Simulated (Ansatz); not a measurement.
# Copper, hcp under r²SCAN: structure, energy and stiffness, part 2 of 2

The plan for copper in the hcp structure: relax it, solve it on a dense k-mesh, switch on spin-orbit coupling, then scale the cell to 7 volumes from 88 to 112 % of the relaxed one and try a fit of the equation of state. The k-meshes are 14×14×8 for the relaxation; 23×23×13 for the dense run; 14×14×8 for spin-orbit coupling; 16×16×9 for the volumes.

Ansatz 0.2.0; DFT, r2SCAN, plane waves (500 eV) with PAW, scalar-relativistic. Earlier steps stand in the parts before.

## (6) The cell scaled to 92 % of its volume

This is Cu in the hcp structure; at room conditions it is fcc.

Input file input.yaml:

```yaml
crystal:
  lattice:
    - [2.4595157991, 0.0, 0.0]
    - [-1.2297578996, 2.1300031631, 0.0]
    - [0.0, 0.0, 4.0252205354]
  atoms:
    - { symbol: Cu, position: [0.3333333333, 0.6666666667, 0.25] }
    - { symbol: Cu, position: [0.6666666667, 0.3333333333, 0.75] }
hamiltonian:
  xc: r2scan
  pseudopotentials:
    kind: paw
    azcp:
      Cu: "pseudopotentials/Cu.paw.azcp"
basis:
  ecutwfc: 500
  fft_grid_basis: typed
kpoints:
  mp_grid: { grid: [16, 16, 9], shift: [0, 0, 0] }
magnetization:
  spin_polarized: false
scf:
  occupations: { method: fermi_dirac, width: 0.1 }
  lower_state_search: "off"
output:
  stress: true
  write_density: true
  write_potential: true
  elf: true
  volumetric_format: npy
```

The run is started by

```
> ansatz run input.yaml --threads 1 --pin off --max-ram 3584MiB --backend cpu --events-out ev --progress --plain --runs-dir out
```

What it wrote, cut to the lines that bear on the results:

```text
[...]
Pseudopotentials: kind: paw
Pseudopotential: Cu, paw, valence charge 19, recommended cutoff 500 eV (meta_gga), <dir>
Functional definition: r2SCAN
[...]
Crystal: 2 atoms, lattice volume = 21.087 Å³
Basis set: ecut = 500 eV, 549 PW (Γ), exchange–correlation on 72×72×120 points (64 copies of the dense FFT grid, shifted against one another)
Bands: 23, of which v1, the nominal top of the filled ones, is band 19 counted from 1 (18 counted from 0)
Symmetry: 24 space group operations
Space group: P63/mmc (ITA 194), of the structure as read, at distance tolerance 2.8e-5 Å
k-points: 150 of 2304
[...]
SCF iter   1: F=-13262.269239 eV  HF=-13262.409804 eV  |F-HF|=1.41e-1  |Δ(HF+E_count)|=         —  Δρ=3.92e-2  dr2=1.74e-1  dr2_τ=1.11e-3  ethr=1.77e-3  ⟨swp⟩=4.9  Hψ=13405  notcnv=0
[...]
SCF iter   6: F=-13262.379760 eV  HF=-13262.379760 eV  |F-HF|=1.40e-7  |Δ(HF+E_count)|=   6.44e-6  Δρ=2.89e-5  dr2=5.69e-8  dr2_τ=6.89e-9  ethr=2.63e-10  ⟨swp⟩=6.5  Hψ=24981  notcnv=0
[...]
SCF converged after 6 iterations
Free energy (F): -13262.379760 eV
[...]
E sigma→0 (E₀):  -13262.370000 eV
Entropy (-TS):   -0.019519 eV (-9.760 meV/atom)
Fermi energy:    19.112833 eV
[...]
--- Stress (GPa, compression-positive) ---
       16.581371      -0.000000       0.000000
       -0.000000      16.581371       0.000000
        0.000000       0.000000      16.372011
  P = ⅓ Tr σ = 16.5116 GPa (165.116 kbar)
--- Band table (eV; the first three rows and the last of 150) ---
  k-point 0: bands = ["-97.6044", "-97.5808", "-53.5004", "-53.3578", "-53.3578", "-53.3331", "-53.3331", "-53.3306", "8.4712", "13.1788", "15.6247", "15.6970", "15.6970", "15.9521", "15.9521", "16.3007", "16.3007", "17.1999", "17.1999", "17.6712", "23.6896", "42.2470", "43.5911"]
[...]
```

It took 16 s on 1 thread of Intel Xeon Platinum 8259CL at 2.50GHz (Skylake/Cascade Lake), shared host; peak memory 0.6 GiB.

## (7) The cell scaled to 96 % of its volume

Changes to input.yaml since step 6:

```diff
@@ -2,5 +2,5 @@
   lattice:
-    - [2.4595157991, 0.0, 0.0]
-    - [-1.2297578996, 2.1300031631, 0.0]
-    - [0.0, 0.0, 4.0252205354]
+    - [2.4946564868, 0.0, 0.0]
+    - [-1.2473282434, 2.1604358913, 0.0]
+    - [0.0, 0.0, 4.0827314559]
   atoms:
@@ -26,5 +26 @@
   stress: true
-  write_density: true
-  write_potential: true
-  elf: true
-  volumetric_format: npy
```

The run is started by

```
> ansatz run input.yaml --threads 1 --pin off --max-ram 3584MiB --backend cpu --events-out ev --progress --plain --runs-dir out
```

What it wrote, cut to the lines that bear on the results:

```text
[...]
[... 3 set-up lines as earlier in the session ...]
[...]
Crystal: 2 atoms, lattice volume = 22.004 Å³
Basis set: ecut = 500 eV, 549 PW (Γ), exchange–correlation on 80×80×120 points (64 copies of the dense FFT grid, shifted against one another)
Bands: 23, of which v1, the nominal top of the filled ones, is band 19 counted from 1 (18 counted from 0)
[... 2 set-up lines as earlier in the session ...]
k-points: 150 of 2304
[...]
SCF iter   1: F=-13262.326234 eV  HF=-13262.479505 eV  |F-HF|=1.53e-1  |Δ(HF+E_count)|=         —  Δρ=3.96e-2  dr2=1.87e-1  dr2_τ=1.24e-3  ethr=1.77e-3  ⟨swp⟩=4.9  Hψ=13441  notcnv=0
[...]
SCF iter   7: F=-13262.446557 eV  HF=-13262.446557 eV  |F-HF|=3.64e-12  |Δ(HF+E_count)|=   2.07e-7  Δρ=3.67e-6  dr2=1.93e-9  dr2_τ=2.45e-11  ethr=1.23e-10  ⟨swp⟩=4.3  Hψ=12184  notcnv=0
[...]
SCF converged after 7 iterations
Free energy (F): -13262.446557 eV
[...]
E sigma→0 (E₀):  -13262.436609 eV
Entropy (-TS):   -0.019896 eV (-9.948 meV/atom)
Fermi energy:    18.107135 eV
[...]
--- Stress (GPa, compression-positive) ---
        7.280481      -0.000000       0.000000
       -0.000000       7.280481      -0.000000
       -0.000000      -0.000000       7.073908
  P = ⅓ Tr σ = 7.2116 GPa (72.116 kbar)
```

Run time: 13 s. Hardware: 1 thread of Intel Xeon Platinum 8259CL at 2.50GHz (Skylake/Cascade Lake), shared host; peak memory 0.58 GiB.

## (8) The cell scaled to 100 % of its volume

Changes to input.yaml since step 7:

```diff
@@ -2,5 +2,5 @@
   lattice:
-    - [2.4946564868, 0.0, 0.0]
-    - [-1.2473282434, 2.1604358913, 0.0]
-    - [0.0, 0.0, 4.0827314559]
+    - [2.5288341104, 0.0, 0.0]
+    - [-1.2644170552, 2.1900345816, 0.0]
+    - [0.0, 0.0, 4.1386662348]
   atoms:
```

The run is started by

```
> ansatz run input.yaml --threads 1 --pin off --max-ram 3584MiB --backend cpu --events-out ev --progress --plain --runs-dir out
```

What it wrote, cut to the lines that bear on the results:

```text
[...]
[... 3 set-up lines as earlier in the session ...]
[...]
Crystal: 2 atoms, lattice volume = 22.921 Å³
Basis set: ecut = 500 eV, 573 PW (Γ), exchange–correlation on 80×80×128 points (64 copies of the dense FFT grid, shifted against one another)
Bands: 23, of which v1, the nominal top of the filled ones, is band 19 counted from 1 (18 counted from 0)
[... 2 set-up lines as earlier in the session ...]
k-points: 150 of 2304
[...]
SCF iter   1: F=-13262.335323 eV  HF=-13262.501738 eV  |F-HF|=1.66e-1  |Δ(HF+E_count)|=         —  Δρ=4.00e-2  dr2=2.00e-1  dr2_τ=1.44e-3  ethr=1.77e-3  ⟨swp⟩=4.9  Hψ=13359  notcnv=0
[...]
SCF iter   7: F=-13262.466115 eV  HF=-13262.466115 eV  |F-HF|=1.50e-9  |Δ(HF+E_count)|=   1.75e-7  Δρ=4.45e-6  dr2=3.06e-9  dr2_τ=2.29e-11  ethr=2.35e-10  ⟨swp⟩=4.1  Hψ=11720  notcnv=0
[...]
SCF converged after 7 iterations
Free energy (F): -13262.466115 eV
[...]
E sigma→0 (E₀):  -13262.455950 eV
Entropy (-TS):   -0.020328 eV (-10.164 meV/atom)
Fermi energy:    17.185470 eV
[...]
--- Stress (GPa, compression-positive) ---
       -0.020322      -0.000000       0.000000
       -0.000000      -0.020322       0.000000
        0.000000       0.000000      -0.207044
  P = ⅓ Tr σ = -0.0826 GPa (-0.826 kbar)
```

Run time: 15 s. Hardware: 1 thread of Intel Xeon Platinum 8259CL at 2.50GHz (Skylake/Cascade Lake), shared host; peak memory 0.59 GiB.

## (9) The cell scaled to 104 % of its volume

Changes to input.yaml since step 8:

```diff
@@ -2,5 +2,5 @@
   lattice:
-    - [2.5288341104, 0.0, 0.0]
-    - [-1.2644170552, 2.1900345816, 0.0]
-    - [0.0, 0.0, 4.1386662348]
+    - [2.5621120596, 0.0, 0.0]
+    - [-1.2810560298, 2.218854131, 0.0]
+    - [0.0, 0.0, 4.193128615]
   atoms:
```

The run is started by

```
> ansatz run input.yaml --threads 1 --pin off --max-ram 3584MiB --backend cpu --events-out ev --progress --plain --runs-dir out
```

What it wrote, cut to the lines that bear on the results:

```text
[...]
[... 3 set-up lines as earlier in the session ...]
[...]
Crystal: 2 atoms, lattice volume = 23.838 Å³
Basis set: ecut = 500 eV, 603 PW (Γ), exchange–correlation on 80×80×128 points (64 copies of the dense FFT grid, shifted against one another)
Bands: 23, of which v1, the nominal top of the filled ones, is band 19 counted from 1 (18 counted from 0)
[... 2 set-up lines as earlier in the session ...]
k-points: 150 of 2304
[...]
SCF iter   1: F=-13262.306898 eV  HF=-13262.486697 eV  |F-HF|=1.80e-1  |Δ(HF+E_count)|=         —  Δρ=4.04e-2  dr2=2.14e-1  dr2_τ=1.67e-3  ethr=1.77e-3  ⟨swp⟩=4.9  Hψ=13234  notcnv=0
[...]
SCF iter   7: F=-13262.448622 eV  HF=-13262.448622 eV  |F-HF|=2.49e-9  |Δ(HF+E_count)|=   1.23e-7  Δρ=4.63e-6  dr2=3.29e-9  dr2_τ=2.40e-11  ethr=2.63e-10  ⟨swp⟩=4.0  Hψ=11673  notcnv=0
[...]
SCF converged after 7 iterations
Free energy (F): -13262.448622 eV
[...]
E sigma→0 (E₀):  -13262.438232 eV
Entropy (-TS):   -0.020779 eV (-10.390 meV/atom)
Fermi energy:    16.338403 eV
[...]
--- Stress (GPa, compression-positive) ---
       -5.746673      -0.000000      -0.000000
       -0.000000      -5.746673      -0.000000
        0.000000      -0.000000      -5.900788
  P = ⅓ Tr σ = -5.7980 GPa (-57.980 kbar)
```

It took 14 s on 1 thread of Intel Xeon Platinum 8259CL at 2.50GHz (Skylake/Cascade Lake), shared host; peak memory 0.59 GiB.

## (10) The cell scaled to 108 % of its volume

Changes to input.yaml since step 9:

```diff
@@ -2,5 +2,5 @@
   lattice:
-    - [2.5621120596, 0.0, 0.0]
-    - [-1.2810560298, 2.218854131, 0.0]
-    - [0.0, 0.0, 4.193128615]
+    - [2.5945473011, 0.0, 0.0]
+    - [-1.2972736506, 2.2469438741, 0.0]
+    - [0.0, 0.0, 4.2462118277]
   atoms:
```

The run is started by

```
> ansatz run input.yaml --threads 1 --pin off --max-ram 3584MiB --backend cpu --events-out ev --progress --plain --runs-dir out
```

What it wrote, cut to the lines that bear on the results:

```text
[...]
[... 3 set-up lines as earlier in the session ...]
[...]
Crystal: 2 atoms, lattice volume = 24.755 Å³
Basis set: ecut = 500 eV, 627 PW (Γ), exchange–correlation on 80×80×128 points (64 copies of the dense FFT grid, shifted against one another)
Bands: 23, of which v1, the nominal top of the filled ones, is band 19 counted from 1 (18 counted from 0)
[... 2 set-up lines as earlier in the session ...]
k-points: 150 of 2304
[...]
SCF iter   1: F=-13262.249482 eV  HF=-13262.442390 eV  |F-HF|=1.93e-1  |Δ(HF+E_count)|=         —  Δρ=4.07e-2  dr2=2.28e-1  dr2_τ=1.89e-3  ethr=1.77e-3  ⟨swp⟩=4.5  Hψ=13061  notcnv=0
[...]
SCF iter   7: F=-13262.402129 eV  HF=-13262.402129 eV  |F-HF|=2.12e-9  |Δ(HF+E_count)|=   1.07e-7  Δρ=4.12e-6  dr2=2.67e-9  dr2_τ=2.41e-11  ethr=2.63e-10  ⟨swp⟩=4.0  Hψ=11480  notcnv=0
[...]
SCF converged after 7 iterations
Free energy (F): -13262.402129 eV
[...]
E sigma→0 (E₀):  -13262.391533 eV
Entropy (-TS):   -0.021192 eV (-10.596 meV/atom)
Fermi energy:    15.557410 eV
[...]
--- Stress (GPa, compression-positive) ---
      -10.228544      -0.000000       0.000000
       -0.000000     -10.228544       0.000000
        0.000000       0.000000     -10.342339
  P = ⅓ Tr σ = -10.2665 GPa (-102.665 kbar)
```

It took 10 s on 1 thread of Intel Xeon Platinum 8259CL at 2.50GHz (Skylake/Cascade Lake), shared host; peak memory 0.61 GiB.

## (11) The cell scaled to 112 % of its volume

Changes to input.yaml since step 10:

```diff
@@ -2,5 +2,5 @@
   lattice:
-    - [2.5945473011, 0.0, 0.0]
-    - [-1.2972736506, 2.2469438741, 0.0]
-    - [0.0, 0.0, 4.2462118277]
+    - [2.6261912406, 0.0, 0.0]
+    - [-1.3130956203, 2.2743483295, 0.0]
+    - [0.0, 0.0, 4.2980000027]
   atoms:
@@ -26 +26,5 @@
   stress: true
+  write_density: true
+  write_potential: true
+  elf: true
+  volumetric_format: npy
```

The run is started by

```
> ansatz run input.yaml --threads 1 --pin off --max-ram 3584MiB --backend cpu --events-out ev --progress --plain --runs-dir out
```

What it wrote, cut to the lines that bear on the results:

```text
[...]
[... 3 set-up lines as earlier in the session ...]
[...]
Crystal: 2 atoms, lattice volume = 25.671 Å³
Basis set: ecut = 500 eV, 663 PW (Γ), exchange–correlation on 80×80×128 points (64 copies of the dense FFT grid, shifted against one another)
Bands: 23, of which v1, the nominal top of the filled ones, is band 19 counted from 1 (18 counted from 0)
[... 2 set-up lines as earlier in the session ...]
k-points: 150 of 2304
[...]
SCF iter   1: F=-13262.169896 eV  HF=-13262.375166 eV  |F-HF|=2.05e-1  |Δ(HF+E_count)|=         —  Δρ=4.09e-2  dr2=2.41e-1  dr2_τ=2.10e-3  ethr=1.77e-3  ⟨swp⟩=4.4  Hψ=13030  notcnv=0
[...]
SCF iter   7: F=-13262.333005 eV  HF=-13262.333005 eV  |F-HF|=1.30e-9  |Δ(HF+E_count)|=   1.08e-7  Δρ=3.19e-6  dr2=1.66e-9  dr2_τ=2.46e-11  ethr=2.63e-10  ⟨swp⟩=8.1  Hψ=22236  notcnv=0
[...]
SCF converged after 7 iterations
Free energy (F): -13262.333005 eV
[...]
E sigma→0 (E₀):  -13262.322239 eV
Entropy (-TS):   -0.021531 eV (-10.765 meV/atom)
Fermi energy:    14.834896 eV
[...]
--- Stress (GPa, compression-positive) ---
      -13.723600       0.000000       0.000000
        0.000000     -13.723600       0.000000
        0.000000       0.000000     -13.794443
  P = ⅓ Tr σ = -13.7472 GPa (-137.472 kbar)
--- Band table (eV; the first three rows and the last of 150) ---
  k-point 0: bands = ["-101.3714", "-101.3623", "-57.2302", "-57.1650", "-57.1650", "-57.1531", "-57.1531", "-57.1519", "5.7716", "10.0705", "11.9862", "12.0425", "12.0425", "12.2264", "12.2264", "12.4810", "12.4810", "13.1460", "13.1460", "14.0025", "18.3760", "36.2289", "36.2289"]
[...]
```

Run time: 18 s. Hardware: 1 thread of Intel Xeon Platinum 8259CL at 2.50GHz (Skylake/Cascade Lake), shared host; peak memory 0.61 GiB.

## (12) Fitting the volumes

All volumes keep the relaxed shape and fractional coordinates.

| V (Å³/atom) | E − E₀ (meV/atom) | P from the stress (GPa) | P from the fit (GPa) |
| --- | --- | --- | --- |
| 10.085 | 106.4 | 28.36 | 28.37 |
| 10.544 | 43.0 | 16.51 | 16.47 |
| 11.002 | 9.7 | 7.21 | 7.17 |
| 11.460 | 0.0 | -0.08 | -0.12 |
| 11.919 | 8.8 | -5.80 | -5.83 |
| 12.377 | 32.2 | -10.27 | -10.30 |
| 12.836 | 66.8 | -13.75 | -13.79 |

A third-order Birch-Murnaghan fit gives V₀ = 11.452 Å³/atom, B₀ = 161 GPa and B₀′ = 5.1; it misses no point by more than 0.02 meV/atom.

## (13) Summary of results

What follows sums up all 2 parts.

| quantity | value |
| --- | --- |
| space group (spins left aside) | P6_3/mmc (No. 194) |
| conventional cell | a = 2.529 Å, c = 4.139 Å (c/a = 1.637) |
| volume | 11.460 Å³/atom |
| shortest distance | 2.529 Å |
| gap on the mesh | none (levels filled in part) |
| relative to fcc | +9 meV/atom |
| V₀, B₀, B₀′ | 11.452 Å³/atom, 161 GPa, 5.1 |

What this shows: The relaxation shrank the cell by 3.0 % in volume. It lies 9 meV/atom above the element's reference form at the same level (fcc, from a run of its own). Levels at the Fermi energy are filled in part, as in a metal. Totals with and without spin-orbit coupling (+1.7 eV/atom apart) can't be read as binding, since the two-component data shift the zero of energy. B₀ comes out at 161 GPa; letting shape and positions relax at each volume could only lower it. The symmetry was held, so the structure may be unstable against distortions that break it.
